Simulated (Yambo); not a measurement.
## Si in Yambo: convergence with bands in self energy

Si:

```
Si
1.0
     0.00000    2.72185    2.72185
     2.72185    0.00000    2.72185
     2.72185    2.72185    0.00000
Si
2
Direct
  0.50000 0.50000 0.50000
  0.75000 0.75000 0.75000
```

| Property | Result |
| --- | --- |
| Program | Yambo 5.3.0 |
| Task | G0W0 quasiparticle levels |
| Functional | PBE |
| Potentials or basis | PseudoDojo 0.4.1 SR PBE standard |
| Cutoff | 490 eV |
| Density cutoff | 1959 eV |
| k mesh | 8 × 8 × 8 |
| Occupations | fixed |
| Spin | no spin polarisation |
| k mesh of the self-consistent run | 8 × 8 × 8 |
| Random integration of the Coulomb term | yes |
| Direction of the field or of q to 0 | x + y + z |
| Broadening | 0.1 eV |
| States corrected | Γ and the k points of the band edges |
| Frequency dependence of W | plasmon pole |
| Terminator of the band sum in the self-energy | none |
| Quasiparticle equation | linearised (Newton) |
| Imaginary frequency of the plasmon-pole fit | 27.2114 eV |
| Bands in the response | 404 |
| Bands in the self-energy | 24 |
| Cutoff of the response matrix | 6 Ry |
| Cutoff of exchange and Vxc | 36 Ry |
| Bands corrected (first, last) | [4, 5] |

These are the settings of the first run; the series varies bands in self energy, with any setting tied to it.

**Question.** The values tried are 24, 44, 84, 404, loosest first. From which on does the quasiparticle gap at the points computed stay within 0.05 eV of the tightest run that finished?

**Answer.** From 44 on.

| bands in self energy | quasiparticle gap at the points computed (eV) |
| --- | --- |
| 24 | 1.051 |
| 44 | 1.093 |
| 84 | 1.124 |
| 404 | 1.134 |

The tightest run that finished is the yardstick and may itself not be fully converged.

Caveat, for the tightest run too: this version prints the column dSc/dw multiplied by 27.2.
